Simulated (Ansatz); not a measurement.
A plane-wave DFT run in Ansatz 0.2.0 (scalar-relativistic PAW potentials unless the input names others): input and command.

```yaml
crystal:
  lattice:
    - [2.9886695223, 0.0, 0.0034970902]
    - [0.0, 4.3942972937, 0.0]
    - [-0.0323137163, 0.0, 4.1606668099]
  atoms:
    - { symbol: Sb, position: [0.9801379492, 0.75, 0.7555702734] }
    - { symbol: Sb, position: [0.0198620508, 0.25, 0.2444297266] }
basis:
  ecutwfc: 420
kpoints:
  mp_grid: { grid: [14, 10, 10] }
hamiltonian:
  xc: pbe
scf:
  occupations: { method: tetrahedron_uncorrected }
output:
  forces: true
  eigenvalues: true
  stress: true
```

```bash
ansatz run input.yaml --threads 1 --pin off --max-ram 1331MiB --backend cpu --events-out ev --progress --plain --runs-dir out
```

Abridged log:
```
Pseudopotentials: kind: paw
Pseudopotential: Sb, paw, valence charge 15, recommended cutoff 420 eV (normal)
Functional definition: PBE
Crystal: 2 atoms, lattice volume = 54.643 Å³
Basis set: ecut = 420 eV, 1063 PW (Γ), exchange–correlation on 40×60×60 points (8 copies of the dense FFT grid, shifted against one another)
Bands: 19, of which v1, the nominal top of the filled ones, is band 15 counted from 1 (14 counted from 0)
Symmetry: 4 space group operations
Space group: P21/m (ITA 11), of the structure as read, at distance tolerance 3.8e-5 Å
k-points: 432 of 1400
Initial density: superposition of atomic densities (neutral atoms: chi_scale 0, normalization atom), corrected by the library's trained network
Initial wavefunctions: pseudopotential atomic-orbital guess
Functional: x = pbe(κ = 0.804, μ = 0.21951497), c = pbe(β = 0.06672455)
SCF iter   1: F=—  HF=-12968.617703 eV  |F-HF|=—  |Δ(HF+E_count)|=         —  Δρ=1.03e-3  dr2=2.97e-4  ethr=1.77e-3  ⟨swp⟩=6.6  Hψ=44140  notcnv=0
SCF iter   2: F=—  HF=-12968.616487 eV  |F-HF|=—  |Δ(HF+E_count)|=   1.22e-3  Δρ=5.28e-4  dr2=1.36e-4  ethr=9.91e-7  ⟨swp⟩=2.6  Hψ=20540  notcnv=0  defer=34
SCF iter   3: F=—  HF=-12968.616491 eV  |F-HF|=—  |Δ(HF+E_count)|=   3.92e-6  Δρ=2.96e-4  dr2=4.63e-5  ethr=4.53e-7  ⟨swp⟩=2.8  Hψ=16236  notcnv=0  defer=34
SCF iter   4: F=—  HF=-12968.616523 eV  |F-HF|=—  |Δ(HF+E_count)|=   3.14e-5  Δρ=1.52e-4  dr2=1.16e-5  ethr=1.54e-7  ⟨swp⟩=3.0  Hψ=16169  notcnv=0  defer=34
SCF iter   5: F=—  HF=-12968.616530 eV  |F-HF|=—  |Δ(HF+E_count)|=   7.05e-6  Δρ=9.03e-5  dr2=3.00e-6  ethr=3.88e-8  ⟨swp⟩=3.2  Hψ=16442  notcnv=0  defer=34
SCF iter   6: F=—  HF=-12968.616529 eV  |F-HF|=—  |Δ(HF+E_count)|=   5.46e-7  Δρ=3.91e-5  dr2=5.86e-7  ethr=1.00e-8  ⟨swp⟩=3.0  Hψ=16338  notcnv=0  defer=34
SCF iter   7: F=-12968.616529 eV  HF=-12968.616529 eV  |F-HF|=8.06e-9  |Δ(HF+E_count)|=   3.23e-7  Δρ=4.26e-6  dr2=8.84e-9  ethr=3.33e-10  ⟨swp⟩=3.2  Hψ=36147  notcnv=0
SCF 1 converged in 7 iterations: F = -12968.616529 eV  dr2 = 8.84e-9
SCF converged after 7 iterations
Free energy (F): -12968.616529 eV
Harris-Foulkes:  -12968.616529 eV  (|F-HF|=8.06e-9)
Internal energy: -12968.616366 eV  (E = F + TS)
E sigma→0 (E₀):  -12968.616529 eV
Entropy (-TS):   -0.000163 eV (-0.081 meV/atom)
Fermi energy:    11.412089 eV
--- Forces (eV/Å), atoms counted from 1 ---
  atom   1  Sb     0.04931557     0.00000000    -0.07556630
  atom   2  Sb    -0.04931557     0.00000000     0.07556630
--- Stress (GPa, compression-positive) ---
        9.130961       0.000000       0.010971
        0.000000       5.091936       0.000000
        0.010971       0.000000       6.054930
  P = ⅓ Tr σ = 6.7593 GPa (67.593 kbar)
```

Apart from outputs and empty bands, the input differs from a reference run on usual settings in scf.occupations.width: 0.1 → not typed; scf.occupations.method: "gaussian" → "tetrahedron_uncorrected". The reference, at the same geometry (not necessarily relaxed), gave pressure 6.42 GPa, largest force 0.158 eV/Å, no gap on the mesh. This run converged in 7 SCF iterations (reference: 6) with an energy at zero smearing 76.29 meV/atom above the reference's, pressure 6.76 GPa, largest force 0.090 eV/Å, no gap on the mesh.